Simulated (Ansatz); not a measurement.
This is a relaxation of cell and atoms with the plane-wave code Ansatz on BN in the zincblende structure; the level of theory is r2SCAN. The starting cell comes from a relaxation with PBE.

The input:
```yaml
crystal:
  lattice:
    - [0.0, 1.8122639362, 1.8122639362]
    - [1.8122639362, 0.0, 1.8122639362]
    - [1.8122639362, 1.8122639362, 0.0]
  atoms:
    - { symbol: B, position: [0.0, 0.0, 0.0] }
    - { symbol: "N", position: [0.25, 0.25, 0.25] }
kpoints:
  mp_grid: { grid: [10, 10, 10] }
hamiltonian:
  xc: r2scan
scf:
  occupations: { method: fermi_dirac, width: 0.02 }
relax:
  f_tol: 0.005
  cell: {}
```

Run as `ansatz run input.yaml --threads 4 --pin off --max-ram 7372MiB --backend cpu --events-out ev --progress --plain --runs-dir out`. Wall time 1.3 s on 4 threads of Arm Neoverse V2, on a shared host, load about 0.2 per core; peak host memory 0.3 GiB.

The output, standing remarks left out:
```
Pseudopotential: B, paw, valence charge 3, recommended cutoff 500 eV (meta_gga)
Pseudopotential: N, paw, valence charge 5, recommended cutoff 500 eV (meta_gga)
Functional definition: r2SCAN
  parameter k0 = 0.174
  parameter k1 = 0.065
  parameter a1 = 4.9479
  exchange = r2scan_x(k0 = k0, k1 = k1, a1 = a1)
  correlation = r2scan_c
Crystal: 2 atoms, lattice volume = 11.904 Å³
Basis set: ecut = 500 eV, 307 PW (Γ)
Bands: 8, of which v1, the nominal top of the filled ones, is band 4 counted from 1 (3 counted from 0)
Symmetry: 24 space group operations
Space group: F-43m (ITA 216)
k-points: 47 of 1000 (time reversal used)
preconditioner: auto → none  [insulator: Δε(μ)=4.934 eV  σ=0.020 eV  ℏωp=30.4 eV]
SCF 1 converged in 6 iterations: F = -544.004451 eV  dr2 = 1.26e-8
relax step 1: F+E_penalty+E_count = -544.00445062 eV  P = -4.701 GPa  Ω = 11.904 Å³
SCF 2 converged in 4 iterations: F = -544.006270 eV  dr2 = 6.63e-8
relax step 2: F+E_penalty+E_count = -544.00626969 eV  P = -1.962 GPa  Ω = 11.819 Å³
SCF 3 converged in 4 iterations: F = -544.006663 eV  dr2 = 3.41e-8
relax step 3: F+E_penalty+E_count = -544.00666303 eV  P = +0.028 GPa  Ω = 11.758 Å³
SCF 4 converged in 4 iterations: F = -544.006606 eV  dr2 = 7.16e-12
relax step 4: F+E_penalty+E_count = -544.00660559 eV  P = +0.028 GPa  Ω = 11.758 Å³  (SCF on a basis re-selected at this cell)
Free energy (F): -544.006606 eV
Fermi energy:    13.582012 eV
--- Stress (GPa, compression-positive) ---
        0.027506       0.000000       0.000000
        0.000000       0.027506       0.000000
        0.000000       0.000000       0.027506
  P = ⅓ Tr σ = 0.0275 GPa (0.275 kbar)
--- Relaxed structure (3 steps of the walk, 3 accepted, 1 SCFs on fresh bases) ---
  F+E_penalty+E_count = -544.00660559 eV
  cell:  # Å, volume = 11.7581 Å³
    - [0.000000, 1.804825, 1.804825]
    - [1.804825, 0.000000, 1.804825]
    - [1.804825, 1.804825, 0.000000]
  atoms:
    - { symbol: B, position: [0.000000, 0.000000, 0.000000] }
    - { symbol: N, position: [0.250000, 0.250000, 0.250000] }
```

In 3 steps the volume changed by -1.2 %; between the first SCF and the last, each on a basis chosen for its cell, the energy fell by 1.1 meV an atom. Final cell: the symmetry is F-43m (No. 216, cubic); a = 3.610 Å in the conventional setting, 5.88 Å³ an atom. Around B lie 4 N at 1.56 Å; around N lie 4 B at 1.56 Å.

The values are computed, spin-unpolarised, and not measurements.
